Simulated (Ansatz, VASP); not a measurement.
Two plane-wave programs on SiO2

INCAR

```
PREC = Accurate
ENCUT = 520
EDIFF = 1E-6
ISMEAR = 0
SIGMA = 0.05
LREAL = F
LASPH = T
NELM = 100
ALGO = Normal
ISIF = 2
LWAVE = F
LCHARG = F
GGA = PE
NBANDS = 25
```

KPOINTS

```
Automatic mesh
0
Gamma
  6 6 8
```

Contents of POSCAR:

```
SiO2
1.0
    4.4055611957      0.0000000000      0.0000000000
    0.0000000000      4.4055611957      0.0000000000
    0.0000000000      0.0000000000      2.5828589820
Si O
2 4
Direct
    0.5000000000      0.5000000000      0.5000000000
    0.0000000000      0.0000000000      0.0000000000
    0.6930152167      0.6930152167      0.0000000000
    0.1930152167      0.8069847833      0.5000000000
    0.3069847833      0.3069847833      0.0000000000
    0.8069847833      0.1930152167      0.5000000000
```

Input for Ansatz:

```yaml
crystal:
  lattice:
    - [4.4055611957, 0.0, 0.0]
    - [0.0, 4.4055611957, 0.0]
    - [0.0, 0.0, 2.582858982]
  atoms:
    - { symbol: Si, position: [0.5, 0.5, 0.5] }
    - { symbol: Si, position: [0.0, 0.0, 0.0] }
    - { symbol: O, position: [0.6930152167, 0.6930152167, 0.0] }
    - { symbol: O, position: [0.1930152167, 0.8069847833, 0.5] }
    - { symbol: O, position: [0.3069847833, 0.3069847833, 0.0] }
    - { symbol: O, position: [0.8069847833, 0.1930152167, 0.5] }
basis:
  ecutwfc: 420
kpoints:
  mp_grid: { grid: [6, 6, 8] }
hamiltonian:
  xc: pbe
scf:
  occupations: { method: gaussian, width: 0.05 }
output:
  forces: true
  stress: true
  eigenvalues: true
```

Change from the starting cell: strain +0.040 along x and y, -0.040 along z, atoms carried along.

Alike in both runs: task single point; functional PBE; k mesh 6 × 6 × 8; occupations gaussian, width 0.05 eV; no spin polarisation.

|  | VASP | Ansatz |
| --- | --- | --- |
| version | VASP 6.6.1 | Ansatz 0.2.0 |
| potentials or method | VASP PAW PBE potentials, release 64 (Si, O) | scalar-relativistic, plane waves, PAW |
| plane-wave cutoff (eV) | 520 | 420 |
| valence electrons in the cell | 32 | 32 |

```csv
,VASP,Ansatz,Ansatz less VASP
gap on the k mesh at the Fermi level (eV),4.62,4.64,+0.021
least direct gap on the mesh (eV),4.62,4.64,+0.021
pressure (GPa),-5.3,-5.5,-0.17
largest component of the traceless stress (GPa),22.65,22.09,-0.557
rms of the force components (eV/Å),0.430,0.447,+0.0162
```

Atom by atom the forces differ by 0.016 eV/Å (rms over components).

A k mesh can miss the band edges.
